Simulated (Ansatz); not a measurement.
**TaN: pressure against volume**

Reference cell: a COD entry, whose atoms a relaxation with PBE at fixed cell left in place.

```cif
data_structure
_symmetry_space_group_name_H-M 'P 1'
_symmetry_Int_Tables_number 1
_cell_length_a 2.9380
_cell_length_b 2.9380
_cell_length_c 2.8830
_cell_angle_alpha 90.000
_cell_angle_beta 90.000
_cell_angle_gamma 120.000
_cell_volume 21.55
loop_
_atom_site_label
_atom_site_type_symbol
_atom_site_fract_x
_atom_site_fract_y
_atom_site_fract_z
_atom_site_occupancy
Ta1 Ta 0.33333 0.66667 0.50000 1
N2 N 0.00000 0.00000 0.00000 1
```

Sites (sets of like atoms) are named by element and the number of their first atom in this list.

Computed with Ansatz: DFT, PBE, plane waves and PAW, scalar-relativistic, collinear spin, 420 eV cutoff, Γ-centred 18×18×16 k-points, Fermi–Dirac smearing 0.05 eV. Start moments as typed (μB): 2 on each Ta, none on the rest.

The cell is scaled uniformly, and the ions relax again at each size.

| V/V₀ | pressure (GPa) |
| --- | --- |
| 0.94 | 30.0 |
| 0.96 | 20.7 |
| 0.98 | ? |
| 1.00 | 4.7 |
| 1.02 | -2.1 |
| 1.04 | -8.2 |
| 1.06 | -13.7 |

(1) Estimate the row at V/V₀ = 0.98 and the bulk modulus.

## Answers

(1) pressure (GPa): 12.2. Worked: a parabola in ln(V/V₀) through the other 6 rows gives 12.3 GPa there. It crosses zero pressure at V/V₀ = 1.014, the equilibrium volume of this functional, where the bulk modulus is B = −dP/d ln V = 340 GPa. The shape of the cell is held, so in this non-cubic crystal both values are those of uniform scaling, and B is an upper bound to the hydrostatic one.

The start moments die out, and the run ends without spin.
